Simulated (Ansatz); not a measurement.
# TaS2 (P-3m1) in Ansatz: further runs

The runs below take TaS2 through single point, equation of state, with rPW86-PBE.

Everything below comes from runs of Ansatz 0.2.0. Logs are shortened: lines on timing, memory, paths and dates and some standing lists are left out, and cuts for length are marked.

**1. Starting point**

Symmetry: P-3m1, No. 164, trigonal system. The conventional cell has a = 3.350 Å, b = 3.350 Å, c = 5.860 Å, α = 90.00°, β = 90.00°, γ = 120.00°. Around Ta (site symmetry -3m) lie 6 S at 2.43 Å. S (site symmetry 3m) has 3 Ta at 2.43 Å as nearest neighbours.

**2. Single point, rPW86-PBE, 17.85 Å³/atom (volume scaled by 0.94)**

The input, input.yaml:

```yaml
crystal:
  lattice:
    - [3.2816134642, 0.0, 0.0]
    - [-1.6408067321, 2.8419606254, 0.0]
    - [0.0, 0.0, 5.7403745971]
  atoms:
    - { symbol: Ta, position: [0.0, 0.0, 0.0] }
    - { symbol: S, position: [0.6666666667, 0.3333333333, 0.75] }
    - { symbol: S, position: [0.3333333333, 0.6666666667, 0.25] }
hamiltonian:
  xc: { exchange: rpw86, correlation: pbe }
  pseudopotentials: { kind: paw }
kpoints:
  mp_grid: { grid: [9, 9, 5] }
scf:
  occupations: { method: fermi_dirac, width: 0.05 }
output:
  forces: true
  stress: true
  eigenvalues: true
```

Potentials or basis: Ansatz PAW.

Launch:

```sh
ansatz run input.yaml --threads 2 --pin off --max-ram 5120MiB --backend cpu --events-out ev --progress --plain --runs-dir out
```

Standard output:

```text
Warning: RAYON_NUM_THREADS=2 ignored (pool sized by the plan → 2); use --threads N
Engine: ansatz 0.2.0, aarch64-unknown-linux-gnu
Pseudopotentials: kind: paw
Pseudopotential: Ta, paw, valence charge 13, recommended cutoff 420 eV (normal), Ta.paw.azcp
Pseudopotential: S, paw, valence charge 6, recommended cutoff 420 eV (normal), S.paw.azcp
Functional definition: unnamed
  exchange = rpw86_x
  correlation = pbe_c
Crystal: 3 atoms, lattice volume = 53.536 Å³
Basis set: ecut = 420 eV, 1051 PW (Γ), exchange–correlation on 48×48×80 points (8 copies of the dense FFT grid, shifted against one another)
Bands: 17, of which v1, the nominal top of the filled ones, is band 13 counted from 1 (12 counted from 0)
Symmetry: 12 space group operations
Space group: P-3m1 (ITA 164), of the structure as read, at distance tolerance 3.8e-5 Å
k-points: 50 of 405
Non-local potential: Ta, projectors of the file, l = 0: 3, l = 1: 2, l = 2: 2, l = 3: 1
Non-local potential: S, projectors of the file, l = 0: 2, l = 1: 2, l = 2: 2
PAW form: soft (Blöchl's): semilocal exchange-correlation on the pseudo side does not see the compensation charge
PAW frozen core: Ta, regenerated for the run's functional, and the local potential with it (the file was generated under x = pbe(κ = 0.804, μ = 0.2195149727645171), c = pbe(β = 0.06672455060314922))
PAW frozen core: S, regenerated for the run's functional, and the local potential with it (the file was generated under x = pbe(κ = 0.804, μ = 0.2195149727645171), c = pbe(β = 0.06672455060314922))
PAW one-centre angular grid: Ta, 590 points (default); XC on 96 Gauss nodes
PAW one-centre angular grid: S, 110 points (default); XC on 64 Gauss nodes
Initial density: superposition of atomic densities (neutral atoms: chi_scale 0, normalization atom), corrected by the library's trained network
Initial wavefunctions: pseudopotential atomic-orbital guess
Functional: x = rpw86, c = pbe(β = 0.06672455060314922)
SCF iter   1: F=—  HF=-11839.637724 eV  |F-HF|=—  |Δ(HF+E_count)|=         —  Δρ=1.01e-2  dr2=1.44e-1  ethr=1.77e-3  ⟨swp⟩=5.9  Hψ=4916  notcnv=0
preconditioner: auto → Kerker (q_TF=auto, 2.403 Å⁻¹)  [metal: Δε(μ)=0.044 eV  Ē_g=9.476 eV  σ=0.050 eV  W_gap=0.22  n_scr=10 (ndim 8)  ℏωp=20.9 eV  f_vac=0.009  D(μ)=1.64/eV (n_scr^D=10)]
SCF iter   2: F=—  HF=-11839.612364 eV  |F-HF|=—  |Δ(HF+E_count)|=   2.54e-2  Δρ=2.84e-3  dr2=1.30e-2  ethr=5.74e-4  ⟨swp⟩=2.0  Hψ=1425  notcnv=0
SCF iter   3: F=—  HF=-11839.609535 eV  |F-HF|=—  |Δ(HF+E_count)|=   2.83e-3  Δρ=1.07e-3  dr2=1.62e-3  ethr=5.21e-5  ⟨swp⟩=1.6  Hψ=1037  notcnv=0
SCF iter   4: F=—  HF=-11839.609170 eV  |F-HF|=—  |Δ(HF+E_count)|=   3.65e-4  Δρ=3.21e-4  dr2=1.02e-4  ethr=6.47e-6  ⟨swp⟩=2.2  Hψ=1143  notcnv=0
SCF iter   5: F=—  HF=-11839.609155 eV  |F-HF|=—  |Δ(HF+E_count)|=   1.54e-5  Δρ=9.84e-5  dr2=1.14e-5  ethr=4.08e-7  ⟨swp⟩=2.0  Hψ=1230  notcnv=0
SCF iter   6: F=—  HF=-11839.609302 eV  |F-HF|=—  |Δ(HF+E_count)|=   1.47e-4  Δρ=2.29e-5  dr2=5.33e-7  ethr=4.56e-8  ⟨swp⟩=2.4  Hψ=1215  notcnv=0
SCF iter   7: F=-11839.609302 eV  HF=-11839.609302 eV  |F-HF|=1.56e-10  |Δ(HF+E_count)|=   4.50e-8  Δρ=6.40e-6  dr2=3.17e-8  ethr=4.00e-10  ⟨swp⟩=6.0  Hψ=3906  notcnv=0
SCF 1 converged in 7 iterations: F = -11839.609302 eV  dr2 = 3.17e-8
SCF converged after 7 iterations
Free energy (F): -11839.609302 eV
Harris-Foulkes:  -11839.609302 eV  (|F-HF|=1.56e-10)
Internal energy: -11839.595127 eV  (E = F + TS)
E sigma→0 (E₀):  -11839.602215 eV
Entropy (-TS):   -0.014174 eV (-4.725 meV/atom)
Fermi energy:    11.774305 eV
--- Per-component energies (eV) ---
  E_band       = -160.352472
  E_kinetic    = 590.528151
  E_local      = -1376.340819  (includes V_loc(G=0)·N_el)
  E_nonlocal   = 68.898503
  E_hartree    = 530.592368
  E_xc         = -420.328668
  E_vxc        = -383.566550  (∫ρ·V_xc dr)
  E_paw        = -9695.325828  (= ΣΔE_a)
  E_vpaw       = -121.057625  (= ΣTr[D̂ρ^β])
  E_aug_tail   = 0.000195  (compensation charges beyond the density's cutoff)
  E_ewald      = -1537.598270
  E_core_change = -0.020759  (= ΣΔE_core)
  E_smearing   = -0.014174  (= −TS)
  E_closure    = -0.000000  (closes the sum)
  Σ components = -11839.609302   (vs F -11839.609302, Δ=0.00e0)
--- Forces (eV/Å), atoms counted from 1 ---
  atom   1  Ta     0.00000000     0.00000000     0.00000000
  atom   2  S      0.00000000     0.00000000    -2.76733009
  atom   3  S     -0.00000000    -0.00000000     2.76733009
  max |Σ_I F_I| component: 1.73e-18 eV/Å
--- Stress (GPa, compression-positive) ---
       25.433501       0.000000       0.000000
       -0.000000      25.433501      -0.000000
        0.000000      -0.000000      27.877668
  P = ⅓ Tr σ = 26.2482 GPa (262.482 kbar)
--- Band table (eV; the first three rows and the last of 50) ---
  k-point 0: bands = ["-56.6481", "-23.2982", "-23.2193", "-23.2193", "-3.8051", "-1.4864", "4.4274", "7.2417", "7.2417", "10.3932", "10.9858", "10.9858", "11.7749", "11.7749", "12.0223", "16.1065", "16.1065"]
  k-point 1: bands = ["-56.6481", "-23.2983", "-23.2193", "-23.2193", "-3.7184", "-1.6749", "4.8058", "7.2519", "7.2519", "9.4807", "10.9317", "10.9317", "11.7633", "11.7633", "12.6257", "16.2672", "16.2672"]
  k-point 2: bands = ["-56.6481", "-23.2985", "-23.2193", "-23.2193", "-3.5449", "-1.9989", "5.6142", "7.2688", "7.2688", "8.2282", "10.8477", "10.8477", "11.7439", "11.7439", "13.1458", "16.5466", "16.5466"]
  k-point 49: bands = ["-56.6273", "-23.4916", "-23.4916", "-23.2070", "-1.4464", "-1.4464", "5.9253", "5.9253", "6.0592", "7.9205", "8.0523", "8.0523", "13.1039", "13.3608", "13.3608", "17.0902", "17.0902"]
```

Wall time 1.5 s (2 threads of Arm Neoverse V1, shared host); peak memory 0.33 GiB.

Results:

```
Free energy            : -11839.6093 eV
Pressure               : 26.2 GPa
Largest force          : 2.767 eV/Å
Band gap on the k mesh : none (metal or under the smearing width)
```

Caveat: the PAW data sets come from PBE, with cores solved anew for the run's functional, which leaves a small shift of forces and pressure; forces of over 1 eV/Å show positions far from the minimum, so gaps and moduli don't describe the material at rest.

**3. Single point, rPW86-PBE, 18.23 Å³/atom (volume scaled by 0.96)**

Edit input.yaml of step 2 so:

```diff
@@ -2,5 +2,5 @@
   lattice:
-    - [3.2816134642, 0.0, 0.0]
-    - [-1.6408067321, 2.8419606254, 0.0]
-    - [0.0, 0.0, 5.7403745971]
+    - [3.3047241796, 0.0, 0.0]
+    - [-1.6523620898, 2.8619750921, 0.0]
+    - [0.0, 0.0, 5.7808011022]
   atoms:
```

Potentials or basis: Ansatz PAW.

Launch:

```sh
ansatz run input.yaml --threads 2 --pin off --max-ram 5120MiB --backend cpu --events-out ev --progress --plain --runs-dir out
```

Wall time 1.5 s (2 threads of Arm Neoverse V1, shared host); peak memory 0.33 GiB.

It converged, with:

| Item | Value |
| --- | --- |
| Free energy | -11839.7802 eV |
| Pressure | 21.9 GPa |
| Largest force | 2.343 eV/Å |
| Band gap on the k mesh | none (metal or under the smearing width) |

Caveat: the PAW data sets come from PBE, with cores solved anew for the run's functional, which leaves a small shift of forces and pressure; forces of over 1 eV/Å show positions far from the minimum, so gaps and moduli don't describe the material at rest.

**4. Single point, rPW86-PBE, 18.60 Å³/atom (volume scaled by 0.98)**

Edit input.yaml of step 3 so:

```diff
@@ -2,5 +2,5 @@
   lattice:
-    - [3.3047241796, 0.0, 0.0]
-    - [-1.6523620898, 2.8619750921, 0.0]
-    - [0.0, 0.0, 5.7808011022]
+    - [3.3275161011, 0.0, 0.0]
+    - [-1.6637580505, 2.8817134751, 0.0]
+    - [0.0, 0.0, 5.8206699559]
   atoms:
```

Launch:

```sh
ansatz run input.yaml --threads 2 --pin off --max-ram 5120MiB --backend cpu --events-out ev --progress --plain --runs-dir out
```

It took 1.5 s on 2 threads of Arm Neoverse V1, shared host; peak memory 0.34 GiB.

The run converged. Its results:

```
Free energy            : -11839.9217 eV
Pressure               : 18.0 GPa
Largest force          : 1.947 eV/Å
Band gap on the k mesh : none (metal or under the smearing width)
```

Caveat: the PAW data sets come from PBE, with cores solved anew for the run's functional, which leaves a small shift of forces and pressure; forces of over 1 eV/Å show positions far from the minimum, so gaps and moduli don't describe the material at rest.

**5. Single point, rPW86-PBE, 18.98 Å³/atom**

Edit input.yaml of step 4 so:

```diff
@@ -2,5 +2,5 @@
   lattice:
-    - [3.3275161011, 0.0, 0.0]
-    - [-1.6637580505, 2.8817134751, 0.0]
-    - [0.0, 0.0, 5.8206699559]
+    - [3.35, 0.0, 0.0]
+    - [-1.675, 2.9011851027, 0.0]
+    - [0.0, 0.0, 5.86]
   atoms:
```

Launch:

```sh
ansatz run input.yaml --threads 2 --pin off --max-ram 5120MiB --backend cpu --events-out ev --progress --plain --runs-dir out
```

It took 1.5 s on 2 threads of Arm Neoverse V1, shared host; peak memory 0.34 GiB.

Results (log left out):

| Quantity | Value |
| --- | --- |
| Free energy | -11840.0365 eV |
| Pressure | 14.4 GPa |
| Largest force | 1.578 eV/Å |
| Band gap on the k mesh | none (metal or under the smearing width) |

Caveat: the PAW data sets come from PBE, with cores solved anew for the run's functional, which leaves a small shift of forces and pressure; forces of over 1 eV/Å show positions far from the minimum, so gaps and moduli don't describe the material at rest.

**6. Single point, rPW86-PBE, 19.36 Å³/atom (volume scaled by 1.02)**

Edit input.yaml of step 5 so:

```diff
@@ -2,5 +2,5 @@
   lattice:
-    - [3.35, 0.0, 0.0]
-    - [-1.675, 2.9011851027, 0.0]
-    - [0.0, 0.0, 5.86]
+    - [3.372186077, 0.0, 0.0]
+    - [-1.6860930385, 2.920398809, 0.0]
+    - [0.0, 0.0, 5.898809078]
   atoms:
```

Potentials or basis: Ansatz PAW.

Launch:

```sh
ansatz run input.yaml --threads 2 --pin off --max-ram 5120MiB --backend cpu --events-out ev --progress --plain --runs-dir out
```

Wall time 1.5 s (2 threads of Arm Neoverse V1, shared host); peak memory 0.34 GiB.

The run converged. Its results:

- Free energy: -11840.1270 eV
- Pressure: 11.1 GPa
- Largest force: 1.234 eV/Å
- Band gap on the k mesh: none (metal or under the smearing width)

Caveat: the PAW data sets come from PBE, with cores solved anew for the run's functional, which leaves a small shift of forces and pressure; forces of over 1 eV/Å show positions far from the minimum, so gaps and moduli don't describe the material at rest.

**7. Single point, rPW86-PBE, 19.74 Å³/atom (volume scaled by 1.04)**

Edit input.yaml of step 6 so:

```diff
@@ -2,5 +2,5 @@
   lattice:
-    - [3.372186077, 0.0, 0.0]
-    - [-1.6860930385, 2.920398809, 0.0]
-    - [0.0, 0.0, 5.898809078]
+    - [3.3940840028, 0.0, 0.0]
+    - [-1.6970420014, 2.939362969, 0.0]
+    - [0.0, 0.0, 5.9371141064]
   atoms:
```

Launch:

```sh
ansatz run input.yaml --threads 2 --pin off --max-ram 5120MiB --backend cpu --events-out ev --progress --plain --runs-dir out
```

Wall time 1.5 s (2 threads of Arm Neoverse V1, shared host); peak memory 0.34 GiB.

It converged, with:

* Free energy: -11840.1955 eV
* Pressure: 8.2 GPa
* Largest force: 0.912 eV/Å
* Band gap on the k mesh: none (metal or under the smearing width)

Caveat: the PAW data sets come from PBE, with cores solved anew for the run's functional, which leaves a small shift of forces and pressure.

**8. Single point, rPW86-PBE, 20.12 Å³/atom (volume scaled by 1.06)**

Edit input.yaml of step 7 so:

```diff
@@ -2,5 +2,5 @@
   lattice:
-    - [3.3940840028, 0.0, 0.0]
-    - [-1.6970420014, 2.939362969, 0.0]
-    - [0.0, 0.0, 5.9371141064]
+    - [3.4157029551, 0.0, 0.0]
+    - [-1.7078514776, 2.9580855309, 0.0]
+    - [0.0, 0.0, 5.9749311394]
   atoms:
```

Launch:

```sh
ansatz run input.yaml --threads 2 --pin off --max-ram 5120MiB --backend cpu --events-out ev --progress --plain --runs-dir out
```

It took 1.5 s on 2 threads of Arm Neoverse V1, shared host; peak memory 0.34 GiB.

The run converged. Its results:

- Free energy: -11840.2439 eV
- Pressure: 5.5 GPa
- Largest force: 0.612 eV/Å
- Band gap on the k mesh: none (metal or under the smearing width)

Caveat: the PAW data sets come from PBE, with cores solved anew for the run's functional, which leaves a small shift of forces and pressure.

**9. Equation of state, rPW86-PBE**

Potentials or basis: Ansatz PAW.

This step only gathers the single runs of the series.

Results:

```
Equilibrium volume                        : 21.03 Å³/atom (rough: see the caveat)
Bulk modulus at fixed shape and positions : 114 GPa (rough)
```

Energy against volume, from the lowest point:
```csv
volume (Å³/atom),energy (meV/atom)
17.845,211.55
18.225,154.57
18.605,107.41
18.984,69.14
19.364,38.97
19.744,16.15
20.123,0.00
```

Caveat: the potentials were made for another functional, which shifts forces and pressure; the minimum lies outside the volumes run; the cell was scaled at fixed shape and fractional positions, which overstates the stiffness of a crystal with free parameters, most of all of layers and chains. Spin-orbit coupling is left out, which matters for the levels of Ta.
